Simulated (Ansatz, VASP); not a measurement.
# ZnS in VASP and in Ansatz

```
Zn S
1.0
     0.00000    2.64841    2.64841
     2.64841    0.00000    2.64841
     2.64841    2.64841    0.00000
Zn S
1 1
Cartesian
  0.0000 0.0000 0.0000
  3.9726 3.9726 3.9726
```

Alike in both runs: functional LDA; k mesh 8 × 8 × 8; occupations gaussian, width 0.02 eV; no spin polarisation.

Ansatz relaxed the structure, and its values are those at the end. VASP's run is a single point on that final structure, the one shown.

|  | VASP | Ansatz |
| --- | --- | --- |
| version | VASP 6.6.1 | Ansatz 0.2.0 |
| potentials or method | VASP PAW LDA potentials, release 64 (Zn, S) | scalar-relativistic, plane waves, PAW |
| plane-wave cutoff (eV) | 520 | 420 |
| valence electrons in the cell | 18 | 18 |

VASP gave:

* gap on the k mesh at the Fermi level (eV): 2.16
* least direct gap on the mesh (eV): 2.16
* pressure (GPa): 0.3

Q: What did Ansatz give for the same quantities?

A: gap on the k mesh at the Fermi level (eV): 2.12; least direct gap on the mesh (eV): 2.12; pressure (GPa): 0.0.

Ansatz warned: «pseudo_functional_mismatch».

LDA gaps usually lie below the measured ones, often by a third to a half.
